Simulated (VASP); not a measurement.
These are G0W0 on PBE orbitals, VASP's PBE PAW potentials (set 64) (plane waves; VASP) values and carry that method's errors.

VASP input:

### KPOINTS
```
Automatic mesh
0
Gamma
4 4 2
0 0 0
```

### INCAR
```
# general
SYSTEM       =  BeO
PREC         =  Normal
ENCUT        =  500   # plane-wave cut-off (eV)
LREAL        =  .FALSE.   # projection in real space or not
LASPH        =  .TRUE.
NBANDS       =  320

# electronic loop
ALGO         =  EVGW0

# smearing
ISMEAR       =  0
SIGMA        =  0.01   # width (eV)

# functional
GGA          =  PE   # PBE

# output
LWAVE        =  .FALSE.
LCHARG       =  .FALSE.

# other
NELMGW       =  1
NOMEGA       =  64
ENCUTGW      =  200
NBANDSGW     =  18
LSPECTRALGW  =  .TRUE.
```

POSCAR:
```
BeO
8.760
  0.1541095890  -0.2669256849   0.0000000000
  0.1541095890   0.2669256849   0.0000000000
  0.0000000000   0.0000000000   0.5000000000
Be O
2 2
Cartesian
  0.1541095890  -0.0889754063   0.2500000000
  0.1541095890   0.0889754063   0.0000000000
  0.1541095890  -0.0889754063   0.4390000000
  0.1541095890   0.0889754063   0.1890000000
```

POTCAR, in this order: Be_sv_GW O_GW_new (PBE.64 set). Program: vasp_std. Read from the step before: WAVECAR, WAVEDER.

Output of the run:

OUTCAR:
```
 ion  position               nearest neighbor table
   1  0.667  0.333  0.500-   4 1.65   4 1.65   4 1.65   3 1.66
   2  0.333  0.667  0.000-   3 1.65   3 1.65   3 1.65   4 1.66
   3  0.667  0.333  0.878-   2 1.65   2 1.65   2 1.65   1 1.66
   4  0.333  0.667  0.378-   1 1.65   1 1.65   1 1.65   2 1.66
  LATTYP: Found a hexagonal cell.
 ALAT       =     2.7000003549
 C/A-ratio  =     1.6222220090
 Subroutine PRICEL returns:
 Original cell was already a primitive cell.
 Subroutine GETGRP returns: Found 12 space group operations
The static configuration has the point symmetry C_3v.
 The point group associated with its full space group is C_6v.
The dynamic configuration has the point symmetry C_3v.
 Subroutine INISYM returns: Found 12 space group operations
 Subroutine IBZKPT returns following result:
 Found      8 irreducible k-points:

 Following reciprocal coordinates:
            Coordinates               Weight
  0.000000  0.000000  0.000000      1.000000
  0.250000  0.000000  0.000000      6.000000
  0.500000  0.000000  0.000000      3.000000
  0.250000  0.250000  0.000000      6.000000
  0.000000  0.000000  0.500000      1.000000
...
```

OSZICAR:
```
energies w=
    0.000    0.000    2.413    0.000    4.821    0.000    7.219    0.000
    9.603    0.000   11.968    0.000   14.311    0.000   16.629    0.000
   18.920    0.000   21.182    0.000   23.416    0.000   25.619    0.000
   27.793    0.000   29.939    0.000   32.058    0.000   34.153    0.000
   36.225    0.000   38.276    0.000   40.311    0.000   42.332    0.000
   44.342    0.000   46.345    0.000   48.345    0.000   50.346    0.000
   52.352    0.000   54.368    0.000   56.398    0.000   58.447    0.000
   60.520    0.000   62.624    0.000   64.764    0.000   66.947    0.000
   69.179    0.000   71.470    0.000   73.827    0.000   76.259    0.000
   78.777    0.000   81.393    0.000   84.119    0.000   86.971    0.000
   89.965    0.000   93.119    0.000   96.457    0.000  100.003    0.000
  103.787    0.000  107.844    0.000  112.213    0.000  116.943    0.000
  122.093    0.000  127.731    0.000  133.943    0.000  140.833    0.000
  148.532    0.000  157.204    0.000  167.058    0.000  178.365    0.000
  191.483    0.000  206.897    0.000  225.272    0.000  247.554    0.000
  275.131    0.000  310.126    0.000  355.961    0.000  418.519    0.000
NQ=   1    0.0000    0.0000    0.0000,
 performed        290000 updates of chi_q(r,r)
NQ=   2    0.2500    0.0000    0.0000,
 performed        787000 updates of chi_q(r,r)
NQ=   3    0.5000    0.0000    0.0000,
 performed       1215000 updates of chi_q(r,r)
NQ=   4    0.2500    0.2500    0.0000,
 performed       1782000 updates of chi_q(r,r)
NQ=   5    0.0000    0.0000    0.5000,
 performed       2072000 updates of chi_q(r,r)
NQ=   6    0.2500    0.0000    0.5000,
 performed       2569000 updates of chi_q(r,r)
NQ=   7    0.5000    0.0000    0.5000,
 performed       2997000 updates of chi_q(r,r)
NQ=   8    0.2500    0.2500    0.5000,
 performed       3564000 updates of chi_q(r,r)
 resolving degeneracies of screened two electron integrals
```

OUTCAR:
```


 k-point   1 :       0.0000    0.0000    0.0000
  band No.  KS-energies  QP-energies   sigma(KS)   V_xc(KS)     V^pw_x(r,r')   Z            occupation Imag(sigma)

      1     -92.7164    -104.6026     -50.3722     -35.3082     -57.4204       0.7890       2.0000       0.4449
      2     -92.6862    -104.8329     -50.3569     -35.2795     -57.3956       0.8056       2.0000       0.4440
      3     -14.5449     -17.6241     -22.3596     -18.4156     -30.5462       0.7807       2.0000       1.5976
      4     -12.7614     -15.6530     -23.4187     -19.6933     -31.4514       0.7762       2.0000       1.4118
      5      -2.1161      -4.5659     -18.7036     -15.6156     -22.8916       0.7933       2.0000       0.4818
      6       3.0893       1.1591     -21.9999     -19.6042     -25.5753       0.8057       2.0000       0.2994
      7       3.0893       1.1591     -21.9999     -19.6042     -25.5753       0.8057       2.0000       0.2994
      8       4.0698       2.2594     -22.6916     -20.4521     -26.1691       0.8084       2.0000       0.2807
      9       4.0698       2.2594     -22.6916     -20.4521     -26.1691       0.8084       2.0000       0.2807
     10       4.1148       2.3228     -22.6584     -20.4412     -26.1119       0.8082       2.0000       0.2804
     11      11.7568      12.8729     -12.1208     -13.4485      -7.9442       0.8405       0.0000      -0.2208
     12      15.7489      17.0389     -11.6284     -13.1643      -6.9774       0.8399       0.0000      -0.2569
     13      18.3283      19.7985      -9.7427     -11.4821      -4.7646       0.8453       0.0000      -0.2761
     14      18.3283      19.7985      -9.7427     -11.4821      -4.7646       0.8453       0.0000      -0.2761
     15      18.9496      20.6045     -13.6225     -15.6768      -8.2996       0.8056       0.0000      -0.3830
     16      19.2606      20.8228     -10.0050     -11.8624      -4.8680       0.8411       0.0000      -0.2914
     17      20.4611      22.1226     -10.6866     -12.6769      -5.4063       0.8348       0.0000      -0.3200
     18      20.4611      22.1226     -10.6866     -12.6769      -5.4063       0.8348       0.0000      -0.3200

 k-point   2 :       0.2500    0.0000    0.0000
  band No.  KS-energies  QP-energies   sigma(KS)   V_xc(KS)     V^pw_x(r,r')   Z            occupation Imag(sigma)

      1     -92.6921    -104.8170     -50.3614     -35.2919     -57.4036       0.8046       2.0000       0.4436
      2     -92.6778    -104.8744     -50.3547     -35.2804     -57.3929       0.8091       2.0000       0.4433
      3     -13.8717     -16.8754     -22.6774     -18.8159     -30.7909       0.7778       2.0000       1.5279
      4     -12.4504     -15.3255     -23.6119     -19.9300     -31.6192       0.7809       2.0000       1.3797
      5      -1.2942      -3.6549     -18.9211     -15.9645     -22.9330       0.7985       2.0000       0.4390
      6       0.7851      -1.4318     -20.4106     -17.6474     -24.2013       0.8023       2.0000       0.3575
      7       1.8431      -0.2483     -21.1567     -18.5584     -24.8372       0.8049       2.0000       0.3265
      8       2.1646       0.1297     -21.2818     -18.7515     -24.9373       0.8042       2.0000       0.3203
      9       3.5340       1.6647     -22.1711     -19.8632     -25.6597       0.8099       2.0000       0.2893
     10       3.6316       1.7668     -22.3758     -20.0682     -25.8938       0.8082       2.0000       0.2885
     11      13.3139      14.5489     -12.1747     -13.6457      -7.8894       0.8395       0.0000      -0.2326
     12      16.4388      17.7848     -11.6002     -13.2209      -6.8851       0.8305       0.0000      -0.2864
     13      16.8566      18.1528     -10.8318     -12.3750      -6.0307       0.8399       0.0000      -0.2722
     14      19.1548      20.7216     -12.2570     -14.1562      -7.1165       0.8250       0.0000      -0.3239
     15      19.3762      20.9206     -10.1338     -11.9777      -4.9840       0.8376       0.0000      -0.3039
     16      20.1665      21.7838     -11.1087     -13.0628      -5.7475       0.8277       0.0000      -0.3410
     17      21.2686      22.7648     -11.0857     -12.8885      -5.8192       0.8300       0.0000      -0.3475
     18      21.8959      23.6678     -11.7124     -13.8786      -6.0621       0.8180       0.0000      -0.3988

 k-point   3 :       0.5000    0.0000    0.0000
  band No.  KS-energies  QP-energies   sigma(KS)   V_xc(KS)     V^pw_x(r,r')   Z            occupation Imag(sigma)

      1     -92.6967    -104.7652     -50.3637     -35.2950     -57.4069       0.8009       2.0000       0.4438
      2     -92.6919    -104.8493     -50.3610     -35.2936     -57.4039       0.8069       2.0000       0.4433
      3     -12.8395     -15.7382     -23.3892     -19.6576     -31.4299       0.7768       2.0000       1.4179
      4     -12.3382     -15.1960     -23.6071     -19.9485     -31.5915       0.7811       2.0000       1.3683
      5      -1.6164      -4.0146     -18.9184     -15.9046     -23.0107       0.7957       2.0000       0.4520
      6       0.0663      -2.2444     -20.2199     -17.3283     -24.1873       0.7991       2.0000       0.3896
      7       0.7543      -1.4679     -20.5014     -17.7249     -24.3420       0.8003       2.0000       0.3643
      8       1.4413      -0.6743     -20.8596     -18.2261     -24.6118       0.8033       2.0000       0.3411
      9       2.1439       0.1372     -20.7446     -18.2494     -24.2541       0.8042       2.0000       0.3132
     10       3.1722       1.2526     -22.0702     -19.6866     -25.6462       0.8053       2.0000       0.2984
     11      13.8639      14.9747     -10.8031     -12.1146      -6.5429       0.8471       0.0000      -0.2288
     12      14.3096      15.4201     -10.5157     -11.8290      -6.1018       0.8456       0.0000      -0.2406
     13      17.5671      18.8708     -11.4390     -12.9984      -6.5793       0.8360       0.0000      -0.2915
     14      19.1707      20.8311     -13.3340     -15.3738      -8.1239       0.8140       0.0000      -0.3520
     15      19.3433      20.8103      -9.9982     -11.7427      -4.9478       0.8409       0.0000      -0.2997
     16      21.9995      23.7350     -13.1947     -15.3346      -7.5128       0.8110       0.0000      -0.4063
     17      22.1380      23.7375     -10.1735     -12.1021      -4.5907       0.8294       0.0000      -0.3865
     18      22.8810      24.4539     -12.0882     -14.0133      -6.4932       0.8171       0.0000      -0.4427

 k-point   4 :       0.2500    0.2500    0.0000
  band No.  KS-energies  QP-energies   sigma(KS)   V_xc(KS)     V^pw_x(r,r')   Z            occupation Imag(sigma)

      1     -92.7069    -104.6809     -50.3690     -35.3045     -57.4155       0.7949       2.0000       0.4441
      2     -92.6945    -104.8020     -50.3630     -35.2937     -57.4057       0.8035       2.0000       0.4437
      3     -12.9175     -15.8198     -23.2739     -19.5323     -31.3080       0.7757       2.0000       1.4265
      4     -12.2558     -15.1153     -23.7454     -20.0950     -31.7405       0.7833       2.0000       1.3603
      5      -1.0257      -3.3595     -19.0111     -16.0931     -22.9641       0.7998       2.0000       0.4208
      6      -0.2342      -2.4916     -19.5327     -16.7085     -23.4054       0.7993       2.0000       0.3939
      7       0.7817      -1.4646     -20.6207     -17.8154     -24.4774       0.8007       2.0000       0.3635
      8       1.3369      -0.8139     -20.8263     -18.1488     -24.5696       0.8033       2.0000       0.3421
      9       2.0976       0.0386     -21.2551     -18.6942     -24.9218       0.8040       2.0000       0.3224
     10       2.4996       0.4968     -21.4861     -18.9992     -25.0854       0.8054       2.0000       0.3112
     11      13.9209      14.9209      -9.5564     -10.7313      -5.2399       0.8512       0.0000      -0.2305
     12      15.7412      17.1243     -12.5128     -14.1823      -7.9110       0.8284       0.0000      -0.2766
     13      17.9739      19.4182     -11.9416     -13.6801      -7.0496       0.8308       0.0000      -0.2988
     14      19.0484      20.6173     -12.3372     -14.2420      -7.2172       0.8236       0.0000      -0.3269
     15      20.1651      21.7771     -11.9864     -13.9404      -6.6900       0.8250       0.0000      -0.3381
     16      20.3739      21.9320     -10.9705     -12.8508      -5.5469       0.8286       0.0000      -0.3691
     17      21.8327      23.5635     -13.0348     -15.1634      -7.4046       0.8131       0.0000      -0.3965
     18      23.1315      24.9419     -11.7886     -14.0191      -5.7601       0.8117       0.0000      -0.4724

 k-point   5 :       0.0000    0.0000    0.5000
  band No.  KS-energies  QP-energies   sigma(KS)   V_xc(KS)     V^pw_x(r,r')   Z            occupation Imag(sigma)

      1     -92.6880    -104.8405     -50.3584     -35.2846     -57.3985       0.8062       2.0000       0.4437
      2     -92.6880    -104.8405     -50.3584     -35.2846     -57.3985       0.8062       2.0000       0.4437
      3     -13.7730     -16.7667     -22.7236     -18.8712     -30.8255       0.7771       2.0000       1.5175
      4     -13.7730     -16.7667     -22.7236     -18.8712     -30.8255       0.7771       2.0000       1.5175
      5       0.7496      -1.4272     -20.2546     -17.5431     -24.0059       0.8028       2.0000       0.3561
      6       0.7496      -1.4272     -20.2546     -17.5431     -24.0059       0.8028       2.0000       0.3561
      7       3.5644       1.6892     -22.3199     -19.9986     -25.8448       0.8078       2.0000       0.2898
      8       3.5644       1.6892     -22.3199     -19.9986     -25.8448       0.8078       2.0000       0.2898
      9       3.5644       1.6892     -22.3199     -19.9986     -25.8448       0.8078       2.0000       0.2898
     10       3.5644       1.6892     -22.3199     -19.9986     -25.8448       0.8078       2.0000       0.2898
     11      13.9747      15.2781     -12.6400     -14.2027      -8.2453       0.8341       0.0000      -0.2427
     12      13.9747      15.2781     -12.6400     -14.2027      -8.2453       0.8341       0.0000      -0.2427
     13      18.7154      20.2083     -11.3843     -13.1822      -6.2939       0.8304       0.0000      -0.3150
     14      18.7154      20.2083     -11.3843     -13.1822      -6.2939       0.8304       0.0000      -0.3150
     15      19.0586      20.5718     -10.0540     -11.8520      -5.0207       0.8416       0.0000      -0.2865
     16      19.0586      20.5718     -10.0540     -11.8520      -5.0207       0.8416       0.0000      -0.2865
     17      19.0586      20.5718     -10.0540     -11.8520      -5.0207       0.8416       0.0000      -0.2865
...
```
(Selected blocks of OUTCAR.)

The mesh is coarse and the basis finite, so the quasiparticle values are not converged.

The compound is BeO in the wurtzite structure. The cell was not relaxed at this level. The k-mesh is coarse (spacing up to 0.72 per Å, 2π included), so the numbers may not be converged in it.
